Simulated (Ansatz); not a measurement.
A run of Ansatz 0.2.0 is set up as follows.

File input.yaml:

```yaml
crystal:
  lattice:
    - [0.0, 2.5663, 2.5663]
    - [2.5663, 0.0, 2.5663]
    - [2.5663, 2.5663, 0.0]
  atoms:
    - { symbol: Sr, position: [0.519277, 0.501217, 0.50359] }
    - { symbol: O, position: [-0.015376, 0.028021, -0.006603] }
kpoints:
  mp_grid: { grid: [6, 6, 6] }
scf:
  occupations: { method: fermi_dirac, width: 0.02 }
hamiltonian:
  xc: pbe
  pseudopotentials: { kind: all_electron, lapw: { basis_error: 0.003 } }
output:
  forces: true
  stress: true
  eigenvalues: true
```

Potentials or basis: all-electron LAPW, scalar-relativistic.

The run is started by

```sh
$ ansatz run input.yaml --threads 1 --pin off --max-ram 3072MiB --backend cpu --events-out ev --progress --plain --runs-dir out
```

Q: Estimate the pressure.

A: 3.7 GPa.

Q: Estimate the band gap on the k mesh.

A: 3.37 eV, indirect (least direct gap 3.41 eV).

Stress tensor (GPa, compression positive):
```
 3.36  0.08  0.01
 0.08  4.66 -0.04
 0.01 -0.04  3.20
```

A k mesh can miss the band edges.
